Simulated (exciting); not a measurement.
Crystal: LiCl.

```xyz
2
Lattice="0.0000 2.5648 2.5648 2.5648 0.0000 2.5648 2.5648 2.5648 0.0000" Properties=species:S:1:pos:R:3 pbc="T T T"
Cl    2.5648    2.5648    2.5648
Li    0.0000    0.0000    0.0000
```

Base run:

* Program: exciting (release sodium)
* Functional: RPBE
* Potentials or basis: all-electron LAPW+lo, shipped species files, valence relativity zora
* rgkmax: 7
* k mesh: 9 × 9 × 9
* Occupations: fermi-dirac, width 0.05 eV
* Spin: no spin polarisation

Its results: band gap on the k mesh 6.59 eV, direct.

Question: After a change of settings the same cell gave: band gap on the k mesh 6.48 eV, direct. Which change was it?
A. functional from RPBE to BLYP
B. functional from RPBE to PBEsol
C. functional from RPBE to LDA

Answer: A.

Runs at the PBE level aren't shown here.
